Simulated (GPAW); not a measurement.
Crystal: Sb.

```
Sb
1.0
    -1.87134    1.87134    1.87134
     1.87134   -1.87134    1.87134
     1.87134    1.87134   -1.87134
Sb
1
Direct
  0.00000 0.00000 0.00000
```

This isn't the form of Sb at room conditions, which is rhombohedral.

Base run:

```yaml
Program: GPAW 26.7.0
Functional: PBEsol
Potentials_or_basis: PAW data sets generated in the run's folder for this functional
Cutoff: 600 eV
Basis: pw
k_mesh: 10 × 10 × 10
Occupations: fermi-dirac, width 0.05 eV
Spin: no spin polarisation
```

Its results: pressure -0.4 GPa.

Task: After a change of settings the same cell gave: pressure 8.6 GPa. Which change was it?
A. functional from PBEsol to revPBE; potentials or basis from PAW data sets generated in the run's folder for this functional to the program's PAW data sets (release 1.2.1) made for this functional
B. functional from PBEsol to BLYP
C. functional from PBEsol to RPBE; potentials or basis from PAW data sets generated in the run's folder for this functional to the program's PAW data sets (release 1.2.1) made for this functional
D. functional from PBEsol to r2SCAN; potentials or basis from PAW data sets generated in the run's folder for this functional to GPAW PAW data sets (gpaw-data 1.2.1)

Result: B.

BLYP binds less tightly than PBEsol, so the same cell stands under more pressure.

Runs at the PBE level aren't shown here.
